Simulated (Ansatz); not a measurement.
Input and command of a plane-wave DFT calculation in Ansatz:

```yaml
crystal:
  lattice:
    - [-1.72375, 1.72375, 1.75]
    - [1.72375, -1.72375, 1.75]
    - [1.72375, 1.72375, -1.75]
  atoms:
    - { symbol: Li, position: [0.0, 0.0, 0.0] }
basis:
  ecutwfc: 420
kpoints:
  mp_grid: { grid: [20, 20, 20] }
hamiltonian:
  xc: pbe
scf:
  occupations: { method: gaussian, width: 0.15 }
output:
  forces: true
  stress: true
  eigenvalues: true
```

```bash
ansatz run input.yaml --threads 1 --pin off --max-ram 2560MiB --backend cpu --events-out ev --progress --plain --runs-dir out
```

Processor: Arm Neoverse V1, 1 thread, on a host shared with other jobs.

Question: Estimate time, memory and problem size.

Answer: About 5.4 s on 1 thread of Arm Neoverse V1, with other jobs on the host, peak memory 0.36 GiB. It solves 6 bands at 641 k points (the mesh reduced by symmetry) with about 381 plane waves, in 6 SCF iterations.
